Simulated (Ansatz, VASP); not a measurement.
**Ga4AsP3 (random alloy of the zinc-blende GaP-GaAs line, x = 0.25) in two plane-wave programs**

Aim: how closely do two programs agree when they are given the same cell, functional and k mesh? Of the first pair: The structure shown is the start of the Ansatz relaxation below; VASP solves that cell, so the two are compared at the walk's first step.

Method: plane waves, with VASP 6.6.1 beside it; PBEsol, in Ansatz 0.2.0.

### Step 1. Starting point

The cell holds 64 atoms: 32 Ga, 24 P and 8 As. Its edges and angles: a = 11.140 Å, b = 11.140 Å, c = 11.140 Å, α = 90.0°, β = 90.0°, γ = 90.0°. It derives from GaP (zinc-blende GaP-GaAs), repeated 2×2×2. Zinc-blende GaP-GaAs: 64 atoms, 8 of 32 P sites given to As at random, cell and internal coordinates interpolated linearly between the end members (Vegard's rule); (so at first; earlier steps may have moved the atoms), displaced by a Gaussian of 0.02 A. Lattice constants are starting values near those of PBE.

### Step 2. Ansatz: relaxation, PBEsol

Ansatz runs on its default PAW (the set named soft_2) files.

The two programs are compared at the cell with which this relaxation starts, whose forces are those of its first step.

input.yaml reads:

```yaml
crystal:
  lattice:
    - [11.14, 0.0, 0.0]
    - [0.0, 11.14, 0.0]
    - [0.0, 0.0, 11.14]
  atoms:
    - { symbol: Ga, position: [0.00292, 0.9989, 0.99905] }
    - { symbol: P, position: [0.12307, 0.12655, 0.12087] }
    - { symbol: Ga, position: [0.00313, 0.24863, 0.25057] }
    - { symbol: P, position: [0.12455, 0.37762, 0.3713] }
    - { symbol: Ga, position: [0.24942, 0.99931, 0.25204] }
    - { symbol: P, position: [0.37303, 0.12469, 0.37342] }
    - { symbol: Ga, position: [0.25008, 0.25105, 0.99802] }
    - { symbol: P, position: [0.37706, 0.37662, 0.1259] }
    - { symbol: Ga, position: [0.00162, 0.99877, 0.49978] }
    - { symbol: As, position: [0.12332, 0.12452, 0.62595] }
    - { symbol: Ga, position: [0.99876, 0.24929, 0.74877] }
    - { symbol: P, position: [0.12348, 0.37379, 0.87498] }
    - { symbol: Ga, position: [0.24799, 0.00042, 0.75298] }
    - { symbol: P, position: [0.37633, 0.12466, 0.87341] }
    - { symbol: Ga, position: [0.24866, 0.25304, 0.50009] }
    - { symbol: P, position: [0.37386, 0.37534, 0.62877] }
    - { symbol: Ga, position: [0.00022, 0.50111, 0.00054] }
    - { symbol: P, position: [0.12437, 0.62295, 0.12437] }
    - { symbol: Ga, position: [0.99962, 0.75105, 0.25151] }
    - { symbol: As, position: [0.12667, 0.87551, 0.37659] }
    - { symbol: Ga, position: [0.24865, 0.50225, 0.25092] }
    - { symbol: P, position: [0.37446, 0.62588, 0.37486] }
    - { symbol: Ga, position: [0.25203, 0.75273, 0.00392] }
    - { symbol: P, position: [0.37249, 0.87241, 0.12409] }
    - { symbol: Ga, position: [0.00029, 0.50157, 0.50057] }
    - { symbol: As, position: [0.12137, 0.62445, 0.62649] }
    - { symbol: Ga, position: [0.00041, 0.75137, 0.7496] }
    - { symbol: As, position: [0.12464, 0.87533, 0.87574] }
    - { symbol: Ga, position: [0.25036, 0.50021, 0.7488] }
    - { symbol: P, position: [0.37568, 0.62522, 0.87703] }
    - { symbol: Ga, position: [0.25215, 0.75033, 0.49933] }
    - { symbol: As, position: [0.37385, 0.87576, 0.62514] }
    - { symbol: Ga, position: [0.49938, 8.0e-05, 0.99889] }
    - { symbol: P, position: [0.62625, 0.1242, 0.1272] }
    - { symbol: Ga, position: [0.50072, 0.25107, 0.24803] }
    - { symbol: P, position: [0.6253, 0.37633, 0.37329] }
    - { symbol: Ga, position: [0.74952, 6.0e-05, 0.24753] }
    - { symbol: P, position: [0.87557, 0.12652, 0.37346] }
    - { symbol: Ga, position: [0.75063, 0.24764, 0.99993] }
    - { symbol: P, position: [0.8721, 0.37701, 0.12573] }
    - { symbol: Ga, position: [0.49996, 0.99861, 0.50229] }
    - { symbol: P, position: [0.62853, 0.12166, 0.62722] }
    - { symbol: Ga, position: [0.50292, 0.25061, 0.74785] }
    - { symbol: P, position: [0.62655, 0.37468, 0.87392] }
    - { symbol: Ga, position: [0.74779, 0.00099, 0.75142] }
    - { symbol: P, position: [0.87388, 0.12593, 0.87295] }
    - { symbol: Ga, position: [0.75144, 0.25008, 0.49967] }
    - { symbol: P, position: [0.87482, 0.37656, 0.62635] }
    - { symbol: Ga, position: [0.50095, 0.50025, 0.00014] }
    - { symbol: P, position: [0.62611, 0.62542, 0.12623] }
    - { symbol: Ga, position: [0.49944, 0.74563, 0.25187] }
    - { symbol: P, position: [0.62893, 0.87579, 0.37482] }
    - { symbol: Ga, position: [0.74976, 0.49979, 0.25003] }
    - { symbol: As, position: [0.87299, 0.62407, 0.37321] }
    - { symbol: Ga, position: [0.75045, 0.74947, 0.00089] }
    - { symbol: P, position: [0.87469, 0.87677, 0.12538] }
    - { symbol: Ga, position: [0.50393, 0.4966, 0.49884] }
    - { symbol: As, position: [0.62662, 0.62954, 0.62455] }
    - { symbol: Ga, position: [0.50008, 0.74959, 0.75239] }
    - { symbol: As, position: [0.62448, 0.87622, 0.87443] }
    - { symbol: Ga, position: [0.74772, 0.50056, 0.7509] }
    - { symbol: P, position: [0.87732, 0.6248, 0.87389] }
    - { symbol: Ga, position: [0.75101, 0.75043, 0.5005] }
    - { symbol: P, position: [0.87487, 0.87708, 0.62566] }
kpoints:
  mp_grid: { grid: [1, 1, 1] }
hamiltonian:
  xc: pbesol
scf:
  occupations: { method: fixed }
output:
  forces: true
relax:
  f_tol: 0.05
  max_steps: 150
  cell: {}
```

Command:

```bash
$ ansatz run input.yaml --threads 4 --pin off --max-ram 8192MiB --backend cpu --events-out ev --progress --plain --runs-dir out
```

Numbers of over 12 decimals in the logs are rounded to 6 here.

The program printed:

```text
Engine: ansatz 0.2.0, aarch64-unknown-linux-gnu
Pseudopotentials: kind: paw
Pseudopotential: Ga, paw, valence charge 13, recommended cutoff 420 eV (normal), Ga.paw.azcp
Pseudopotential: P, paw, valence charge 5, recommended cutoff 420 eV (normal), P.paw.azcp
Pseudopotential: As, paw, valence charge 15, recommended cutoff 420 eV (normal), As.paw.azcp
Functional definition: PBEsol
  exchange = pbesol_x
  correlation = pbesol_c
Crystal: 64 atoms, lattice volume = 1382.470 Å³
Basis set: ecut = 420 eV, 27081 PW (Γ), exchange–correlation on 150×150×150 points (8 copies of the dense FFT grid, shifted against one another)
Bands: 394, of which v1, the nominal top of the filled ones, is band 328 counted from 1 (327 counted from 0)
Symmetry: 1 space group operations
Space group: P1 (ITA 1), of the structure as read, at distance tolerance 1.1e-4 Å
k-points: 1
Non-local potential: Ga, projectors of the file, l = 0: 2, l = 1: 2, l = 2: 3, l = 3: 1
Non-local potential: P, projectors of the file, l = 0: 2, l = 1: 2, l = 2: 2
Non-local potential: As, projectors of the file, l = 0: 2, l = 1: 2, l = 2: 3, l = 3: 1
PAW form: soft (Blöchl's): semilocal exchange-correlation on the pseudo side does not see the compensation charge
PAW frozen core: Ga, regenerated for the run's functional, and the local potential with it (the file was generated under x = pbe(κ = 0.804, μ = 0.219515), c = pbe(β = 0.066725))
PAW frozen core: P, regenerated for the run's functional, and the local potential with it (the file was generated under x = pbe(κ = 0.804, μ = 0.219515), c = pbe(β = 0.066725))
PAW frozen core: As, regenerated for the run's functional, and the local potential with it (the file was generated under x = pbe(κ = 0.804, μ = 0.219515), c = pbe(β = 0.066725))
PAW one-centre angular grid: Ga, 590 points (default); XC on 64 Gauss nodes
PAW one-centre angular grid: P, 110 points (default); XC on 64 Gauss nodes
PAW one-centre angular grid: As, 590 points (default); XC on 64 Gauss nodes
Initial density: superposition of atomic densities (neutral atoms: chi_scale 0, normalization atom), corrected by the library's trained network
Initial wavefunctions: pseudopotential atomic-orbital guess
Functional: x = pbesol(κ = 0.804, μ = 0.123457), c = pbesol(β = 0.046)
SCF iter   1: F=—  HF=-176065.118042 eV  |F-HF|=—  |Δ(HF+E_count)|=         —  Δρ=1.96e-3  dr2=9.11e-2  ethr=1.77e-3  ⟨swp⟩=5.0  Hψ=1190  notcnv=0  defer=61
preconditioner: auto → Resta (q_TF=auto, 2.410 Å⁻¹)  ε∞=4.0  [insulator: Δε(μ)=1.057 eV  Ē_g=13.833 eV  n_scr=340 (ndim 8)  ℏωp=24.0 eV  f_vac=0.033  ε∞_Penn≈4.0]
SCF iter   2: F=—  HF=-176065.024196 eV  |F-HF|=—  |Δ(HF+E_count)|=   9.38e-2  Δρ=8.06e-4  dr2=1.54e-2  ethr=1.39e-5  ⟨swp⟩=3.0  Hψ=781  notcnv=0  defer=64
SCF iter   3: F=—  HF=-176065.022238 eV  |F-HF|=—  |Δ(HF+E_count)|=   1.96e-3  Δρ=2.83e-4  dr2=1.87e-3  ethr=2.35e-6  ⟨swp⟩=2.0  Hψ=458  notcnv=0  defer=64
SCF iter   4: F=—  HF=-176065.022867 eV  |F-HF|=—  |Δ(HF+E_count)|=   6.28e-4  Δρ=1.29e-4  dr2=2.51e-4  ethr=2.85e-7  ⟨swp⟩=2.0  Hψ=621  notcnv=0  defer=64
SCF iter   5: F=—  HF=-176065.022851 eV  |F-HF|=—  |Δ(HF+E_count)|=   1.59e-5  Δρ=4.99e-5  dr2=3.39e-5  ethr=3.82e-8  ⟨swp⟩=2.0  Hψ=661  notcnv=0  defer=64
SCF iter   6: F=—  HF=-176065.022111 eV  |F-HF|=—  |Δ(HF+E_count)|=   7.40e-4  Δρ=1.52e-5  dr2=2.94e-6  ethr=5.16e-9  ⟨swp⟩=2.0  Hψ=621  notcnv=0  defer=64
SCF iter   7: F=—  HF=-176065.022116 eV  |F-HF|=—  |Δ(HF+E_count)|=   5.37e-6  Δρ=4.36e-6  dr2=4.53e-7  ethr=4.49e-10  ⟨swp⟩=3.0  Hψ=724  notcnv=0  defer=64
SCF iter   8: F=-176065.022116 eV  HF=-176065.022116 eV  |F-HF|=3.18e-8  |Δ(HF+E_count)|=   3.19e-7  Δρ=1.26e-6  dr2=2.25e-8  ethr=1.52e-11  ⟨swp⟩=5.0  Hψ=1392  notcnv=0
SCF 1 converged in 8 iterations: F = -176065.022116 eV  dr2 = 2.25e-8
  greatest PAW one-centre occupation: 0.999 electrons in one spin orbital (limit 2), on the As atom at site 27 (counted from 0), in its partial waves of l = 2
relax step   1: F+E_penalty+E_count = -176065.02211638 eV  Δ(F+E_penalty+E_count) = +0.000e0 eV  max|allowed force component| = 9.739e-1 eV/Å  Δτ_max = 0.0000 Å  P = -2.606 GPa  Ω = 1382.470 Å³  (8 SCF iters, dr2 threshold 1.00e-7 eV, accepted)
Crystal: 64 atoms, lattice volume = 1339.296 Å³
Basis set: ecut = 420 eV, 26095 PW (Γ), exchange–correlation on 150×150×150 points (8 copies of the dense FFT grid, shifted against one another)
Initial density: handed on by an earlier stage of this run
Initial wavefunctions: those handed on with the density
iter 1 solved again at ethr=4.39e-5 eV; its pass at ethr=3.10e-3 eV (dr2=2.88e-1 eV) is discarded
SCF iter   1: F=—  HF=-176066.349368 eV  |F-HF|=—  |Δ(HF+E_count)|=         —  Δρ=6.86e-3  dr2=2.92e-1  ethr=4.39e-5  ⟨swp⟩=2.0  Hψ=1513  notcnv=0  defer=59
[...]
atom  12  P      0.00058704     0.00093832     0.00031938
  atom  13  Ga     0.00073105     0.00114908    -0.00040714
  atom  14  P     -0.00072116     0.00045877    -0.00084812
  atom  15  Ga    -0.00054270    -0.00008682    -0.00012718
  atom  16  P     -0.00026126    -0.00128030    -0.00032566
  atom  17  Ga     0.00110942     0.00017629    -0.00018690
  atom  18  P      0.00190326     0.00029724    -0.00128259
  atom  19  Ga     0.00053379     0.00109791     0.00044740
  atom  20  As     0.00006222    -0.00003546    -0.00088685
  atom  21  Ga     0.00035565     0.00007207    -0.00096883
  atom  22  P     -0.00054777     0.00086462     0.00012234
  atom  23  Ga    -0.00112144    -0.00208906    -0.00022298
  atom  24  P     -0.00003020     0.00018128     0.00035177
  atom  25  Ga     0.00017560    -0.00015380     0.00116596
  atom  26  As     0.00034833    -0.00105050     0.00063750
  atom  27  Ga    -0.00158748    -0.00080108     0.00123287
  atom  28  As    -0.00040236     0.00090323     0.00020209
  atom  29  Ga    -0.00029447    -0.00028108     0.00114409
  atom  30  P      0.00136575    -0.00034183     0.00125797
  atom  31  Ga     0.00010945    -0.00047239    -0.00181851
  atom  32  As     0.00007951    -0.00237033     0.00139098
  atom  33  Ga     0.00190512     0.00069334    -0.00050715
  atom  34  P     -0.00035455    -0.00026128    -0.00179622
  atom  35  Ga     0.00098959     0.00011694     0.00030979
[...]
atom  57  Ga     0.00091521     0.00041253    -0.00118083
  atom  58  As     0.00035925     0.00045163     0.00023025
  atom  59  Ga     0.00074163    -0.00030957    -0.00032298
  atom  60  As     0.00005199    -0.00018650     0.00155273
  atom  61  Ga    -0.00012715    -0.00021828    -0.00035067
  atom  62  P      0.00000828     0.00072554    -0.00037652
  atom  63  Ga    -0.00027191     0.00091216    -0.00073843
  atom  64  P     -0.00206429     0.00025591    -0.00074379
  max |Σ_I F_I| component: 3.00e-7 eV/Å
--- Stress (GPa, compression-positive) ---
        0.002784      -0.002028       0.001499
       -0.002028      -0.000228      -0.001702
        0.001499      -0.001702       0.001547
  P = ⅓ Tr σ = 0.0014 GPa (0.014 kbar)
--- Relaxed structure (4 steps of the walk, 4 accepted, 1 SCFs on fresh bases) ---
  F+E_penalty+E_count = -176066.33645862 eV   max|allowed force component| = 2.370e-3 eV/Å   (the final SCF, on the basis selected at the relaxed cell)
  cell:  # Å, volume = 1332.1420 Å³
    - [11.003237, 0.000199763, -0.000332993]
    - [0.000199763, 11.003429, -4.339432350097079e-5]
    - [-0.000332993, -4.339432350097079e-5, 11.002770]
  atoms:
    - { symbol: Ga, position: [-0.00332382, 1.004433, 1.003645] }
    - { symbol: P, position: [0.125116, 0.127436, 0.125066] }
    - { symbol: Ga, position: [6.07331947094254e-5, 0.250245, 0.249882] }
    - { symbol: P, position: [0.126113, 0.374063, 0.372867] }
    - { symbol: Ga, position: [0.253314, 1.004461, 0.246772] }
    - { symbol: P, position: [0.377169, 0.127402, 0.372870] }
    - { symbol: Ga, position: [0.249717, 0.251382, 1.000824] }
    - { symbol: P, position: [0.375279, 0.375100, 0.125070] }
    - { symbol: Ga, position: [-0.00550836, 1.001055, 0.499381] }
    - { symbol: As, position: [0.124216, 0.128275, 0.624987] }
    - { symbol: Ga, position: [0.997418, 0.253753, 0.754354] }
    - { symbol: P, position: [0.125115, 0.374995, 0.877277] }
    - { symbol: Ga, position: [0.252895, 0.00419165, 0.753610] }
    - { symbol: P, position: [0.376391, 0.128532, 0.877356] }
    - { symbol: Ga, position: [0.253425, 0.252972, 0.496385] }
    - { symbol: P, position: [0.376224, 0.374158, 0.625071] }
    - { symbol: Ga, position: [0.00104385, 0.499478, 0.000626842] }
    - { symbol: P, position: [0.126089, 0.622963, 0.124154] }
    - { symbol: Ga, position: [1.000543, 0.749705, 0.242635] }
    - { symbol: As, position: [0.125118, 0.876362, 0.372057] }
    - { symbol: Ga, position: [0.249849, 0.499481, 0.248950] }
    - { symbol: P, position: [0.376410, 0.622940, 0.371771] }
    - { symbol: Ga, position: [0.253264, 0.746605, 0.00397412] }
    - { symbol: P, position: [0.376224, 0.875387, 0.126059] }
    - { symbol: Ga, position: [-0.000149197, 0.492753, 0.499628] }
    - { symbol: As, position: [0.125131, 0.622304, 0.626111] }
    - { symbol: Ga, position: [-0.0062929, 0.750192, 0.750314] }
    - { symbol: As, position: [0.124254, 0.875233, 0.878125] }
    - { symbol: Ga, position: [0.253109, 0.495808, 0.754175] }
    - { symbol: P, position: [0.375130, 0.621786, 0.878439] }
    - { symbol: Ga, position: [0.253031, 0.746692, 0.496075] }
    - { symbol: As, position: [0.377250, 0.876400, 0.624020] }
    - { symbol: Ga, position: [0.498082, 0.00386382, 1.003866] }
    - { symbol: P, position: [0.625176, 0.126464, 0.125955] }
    - { symbol: Ga, position: [0.500586, 0.250763, 0.248923] }
    - { symbol: P, position: [0.624267, 0.373202, 0.373781] }
    - { symbol: Ga, position: [0.749607, 0.000990746, 0.249151] }
    - { symbol: P, position: [0.873133, 0.126550, 0.373777] }
    - { symbol: Ga, position: [0.749164, 0.249987, 1.000665] }
    - { symbol: P, position: [0.874986, 0.374181, 0.124229] }
    - { symbol: Ga, position: [0.504141, 1.004681, 0.496185] }
    - { symbol: P, position: [0.626016, 0.127606, 0.624072] }
    - { symbol: Ga, position: [0.501279, 0.250513, 0.750057] }
    - { symbol: P, position: [0.625190, 0.374147, 0.876269] }
    - { symbol: Ga, position: [0.751943, 0.00480648, 0.747964] }
    - { symbol: P, position: [0.873956, 0.127388, 0.876397] }
    - { symbol: Ga, position: [0.749615, 0.251021, 0.499505] }
    - { symbol: P, position: [0.874051, 0.373212, 0.626080] }
    - { symbol: Ga, position: [0.500793, 0.498900, 0.000860084] }
    - { symbol: P, position: [0.624288, 0.624030, 0.125080] }
    - { symbol: Ga, position: [0.501165, 0.750227, 0.249807] }
    - { symbol: P, position: [0.625088, 0.877368, 0.372719] }
    - { symbol: Ga, position: [0.746157, 0.496137, 0.246839] }
    - { symbol: As, position: [0.874078, 0.624128, 0.373188] }
    - { symbol: Ga, position: [0.752641, 0.747003, 0.00368419] }
    - { symbol: P, position: [0.874015, 0.876397, 0.124953] }
    - { symbol: Ga, position: [0.497983, 0.496358, 0.496344] }
    - { symbol: As, position: [0.625221, 0.623017, 0.624952] }
    - { symbol: Ga, position: [0.497429, 0.746213, 0.754476] }
    - { symbol: As, position: [0.626034, 0.876304, 0.877139] }
    - { symbol: Ga, position: [0.752706, 0.496484, 0.753493] }
    - { symbol: P, position: [0.875068, 0.623070, 0.877281] }
    - { symbol: Ga, position: [0.748845, 0.756361, 0.499431] }
    - { symbol: P, position: [0.872924, 0.877454, 0.625205] }
```

The column dr2 measures how far the density is from self-consistency, as an energy; F and HF (Harris–Foulkes) agree once it is small.

(Continued in part 2 of 2.)

[Lines on the potential files, build, host, timing and source positions are cut from VASP's logs without a mark.]

[Logs are printed without paths, hosts, clocks, repeated set-up lines and the standing remarks that a program may print on its own settings, such as how far it seeks lower states.]

[Hosts, paths, dates, database ids (printed as entryN), source tags and the programs' standing remarks are cut or masked in the printed files.]
